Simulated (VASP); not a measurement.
CdTe: band structure with PBE

The system is CdTe.

```xyz
2
Lattice="0.0000 3.2050 3.2050 3.2050 0.0000 3.2050 3.2050 3.2050 0.0000" Properties=species:S:1:pos:R:3 pbc="T T T"
Te    4.8075    4.8075    4.8075
Cd    0.0000    0.0000    0.0000
```

```
Program                : VASP 6.6.1
Task                   : band structure
Functional             : PBE
Potentials or basis    : VASP PAW PBE potentials, release 64 (Te, Cd)
Cutoff                 : 520 eV
k mesh                 : 6 × 6 × 6
Occupations            : gaussian, width 0.02 eV
Spin                   : spin-orbit coupling, no magnetisation
Ladder                 : gaps
Further INCAR settings : ALGO = Normal; EDIFF = 1e-06
```

| Property | Result |
| --- | --- |
| Pressure | 4.4 GPa |
| Valence electrons inside the program's atomic spheres | Te 3.45; Cd 10.35 |

It took 93 s on 2 MPI ranks on Intel(R) Xeon(R) 6975P-C (Granite Rapids), on a shared host, peak memory 0.41 GiB a rank.
